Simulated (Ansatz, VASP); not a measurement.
# Cross-check of LiF (Griceite) between VASP and Ansatz, part 2 of 2

Wanted: the spread between two codes on one cell, functional and k mesh. The cell is taken from a series of VASP runs on this material, whose earlier steps may have relaxed, scaled or displaced it; both programs get it as it stands.

VASP 6.6.1 and Ansatz 0.2.0.

So far. Step 4 (Differences): A further Ansatz single point at VASP's end cell gives 0.98 GPa where VASP has 0.01 GPa.

### Step 5. Ansatz: relaxation of cell and atoms, HSE06

Level of this step: Ansatz beside VASP: Kohn-Sham DFT, plane waves, HSE06 (Ansatz).

The relaxed volume is the usual yardstick between codes: its relative difference is about their pressure difference at one cell divided by the bulk modulus. The cell compared in this pair holds 15.96 Å³, against 16.83 Å³ for the pair before.

The cell is taken from a series of VASP runs on this material, whose earlier steps may have relaxed, scaled or displaced it; both programs get it as it stands.

input.yaml reads:

```yaml
crystal:
  lattice:
    - [0.0, 1.9983755218, 1.9983755218]
    - [1.9983755218, 0.0, 1.9983755218]
    - [1.9983755218, 1.9983755218, 0.0]
  atoms:
    - { symbol: F, position: [0.5, 0.5, 0.5] }
    - { symbol: Li, position: [0.0, 0.0, 0.0] }
hamiltonian:
  xc: { exchange: pbe, correlation: pbe, exx: { coeff: 0.25, omega: 0.2 } }
  pseudopotentials: { kind: paw }
kpoints:
  mp_grid: { grid: [6, 6, 6] }
scf:
  occupations: { method: gaussian, width: 0.03 }
relax:
  f_tol: 0.01
  max_steps: 60
  cell: { stress_tol: 0.05 }
output:
  forces: true
  stress: true
```

On the command line:

```console
ansatz run input.yaml --threads 4 --pin off --max-ram 9216MiB --backend cpu --events-out ev --progress --plain --runs-dir out
```

Numbers of over 12 decimals in the logs are rounded to 6 here.

What it wrote:

```text
[...]
Crystal: 2 atoms, lattice volume = 15.961 Å³
Basis set: ecut = 420 eV, 331 PW (Γ), exchange–correlation on 40×40×40 points (8 copies of the dense FFT grid, shifted against one another)
Bands: 9, of which v1, the nominal top of the filled ones, is band 5 counted from 1 (4 counted from 0)
Symmetry: 48 space group operations
[...]
k-points: 16 of 216
[...]
guard bands above this table: 2 of the run's 9 bands. The solve was not asked for them (output.publish_guard_bands: true or output.eigenvalues: true publishes all)
--- Relaxed structure (4 steps of the walk, 4 accepted, 2 SCFs on fresh bases) ---
[...]
cell:  # Å, volume = 16.1296 Å³
    - [0, 2.005387, 2.005387]
    - [2.005387, 0, 2.005387]
    - [2.005387, 2.005387, 0]
  atoms:
    - { symbol: F, position: [0.5, 0.5, 0.5] }
    - { symbol: Li, position: [0, 0, 0] }
[key lines of the parts left out:]
Free energy (F): -1016.120314 eV
Fermi energy:    5.137817 eV
P = ⅓ Tr σ = 0.0056 GPa (0.056 kbar)
```

Elapsed: 8.8 s, on 4 threads of Arm Neoverse V2, shared host; peak memory 0.53 GiB.

### Step 6. VASP: relaxation of cell and atoms, HSE06

The same cell, functional, mesh and smearing now go to VASP, with its own data sets and cutoff.

The run reads the wave functions of an earlier VASP run, which isn't shown here.

INCAR reads:

```
SYSTEM = LiF
PREC = Accurate
ENCUT = 650
EDIFF = 1E-06
NELM = 100
ISMEAR = 0
SIGMA = 0.03
LREAL = .FALSE.
ALGO = Normal
LHFCALC = .TRUE.
AEXX = 0.25
GGA = PE
HFSCREEN = 0.2
LASPH = .TRUE.
NBANDS = 11
PRECFOCK = Fast
LORBIT = 11
LWAVE = .FALSE.
LCHARG = .FALSE.
KPAR = 4
IBRION = 2
NSW = 50
ISIF = 3
EDIFFG = -0.006
```

POSCAR reads:

```
LiF
1.0
    0.0000000000      1.9983755218      1.9983755218
    1.9983755218      0.0000000000      1.9983755218
    1.9983755218      1.9983755218      0.0000000000
F Li
1 1
Direct
    0.5000000000      0.5000000000      0.5000000000
    0.0000000000      0.0000000000      0.0000000000
```

KPOINTS reads:

```
Automatic mesh
0
Gamma
6 6 6
0 0 0
```

PAW data sets: F and Li_sv (PBE family, release 64).

On the command line:

```console
mpirun -np 4 vasp_std
```

What it wrote:

```text
[banner, memory and clock lines left out]
running    4 mpi-ranks, on    1 nodes
[...]
LDA part: xc-table for (Slater+PW92), standard interpolation
 found WAVECAR, reading the header
 POSCAR, INCAR and KPOINTS ok, starting setup
[...]
reading WAVECAR
 the WAVECAR file was read successfully
 initial charge from wavefunction
 entering main loop
       N       E                     dE             d eps       ncg     rms          rms(c)
DAV:   1    -0.114214103882E+02   -0.11421E+02   -0.58462E-01   360   0.544E+00    0.753E-01
DAV:   2    -0.114105091055E+02    0.10901E-01   -0.29012E-02   394   0.175E+00    0.268E-01
DAV:   3    -0.114098229926E+02    0.68611E-03   -0.10096E-02   397   0.767E-01    0.174E-01
DAV:   4    -0.114097962711E+02    0.26722E-04   -0.18977E-04   410   0.140E-01    0.112E-01
DAV:   5    -0.114097064389E+02    0.89832E-04   -0.14332E-04   429   0.123E-01    0.548E-02
DAV:   6    -0.114096930233E+02    0.13416E-04   -0.21570E-05   425   0.540E-02    0.298E-02
DAV:   7    -0.114096889918E+02    0.40315E-05   -0.42130E-06   428   0.231E-02    0.179E-02
DAV:   8    -0.114096884492E+02    0.54257E-06   -0.18461E-06   416   0.142E-02
   1 F= -.11409688E+02 E0= -.11409688E+02  d E =-.114097E+02
[...]
reached required accuracy - stopping structural energy minimisation
```

OUTCAR, selected parts (step 6):

```text
  Total       -0.0015156     -0.0015156     -0.0015156      0.0000000      0.0000000      0.0000000
  in kB       -0.1521321     -0.1521321     -0.1521321      0.0000000      0.0000000      0.0000000
  external PRESSURE =      -0.1521321 kB  Pullay stress =       0.0000000 kB

 POSITION                                       TOTAL-FORCE (eV/Angst)
 -----------------------------------------------------------------------------------
      1.99838      1.99838      1.99838        -0.000000      0.000000      0.000000
      0.00000      0.00000      0.00000         0.000000     -0.000000     -0.000000
 -----------------------------------------------------------------------------------
    total drift:                               -0.000000     -0.000001     -0.000001

  FREE ENERGIE OF THE ION-ELECTRON SYSTEM (eV)
  ---------------------------------------------------
  free  energy   TOTEN  =       -11.4096884492 eV

  energy  without entropy=      -11.4096884492  energy(sigma->0) =      -11.40968845

[... 1 part as in an earlier step ...]

[... 3 further parts left out ...]
[key lines of the parts left out:]
E-fermi :  -2.4219
```

### Step 7. Side by side

What differs besides the data sets and the points named for the pairs above, as far as they apply: exact exchange at q = 0 is treated differently, which shows on coarse meshes; VASP keeps PBE cores, Ansatz makes them for the functional; VASP takes a coarser grid for exact exchange (PRECFOCK = Fast). Total energies have different zeros and are not compared.

Compared:

```tsv
quantity	Ansatz	VASP	difference
volume (Å³)	16.13	15.96	+1.06 %
edge a after relaxation, in the typed setting (Å)	2.836	2.826	+0.35 %
```

The walks stopped with 0.01 GPa left in Ansatz and -0.02 GPa in VASP; each walk ends within a tolerance, so the volume difference is uncertain by about these residues over the bulk modulus, most in soft cells.

### Step 8. Summary of results

| Property | Result |
| --- | --- |
| difference in volume (relaxation of cell and atoms, PBE) | 1.4 % |
| difference in volume (relaxation of cell and atoms, HSE06) | 1.1 % |

What this shows: The difference in volume is 1.4 % (relaxation of cell and atoms, PBE), beyond the 1.2 % picked in this series as the mark of a large difference, as far as the stopping tolerances let one tell. A pressure difference of 0.97 GPa at VASP's end cell goes with 1.4 % of volume. How closely two codes agree says nothing of how well the functional describes the real material.

[Lines on the potential files, build, host, timing and source positions are cut from VASP's logs without a mark.]

[Logs are printed without paths, hosts, clocks, repeated set-up lines and the standing remarks that a program may print on its own settings, such as how far it seeks lower states.]

[Hosts, paths, dates, database ids (printed as entryN), source tags and the programs' standing remarks are cut or masked in the printed files.]
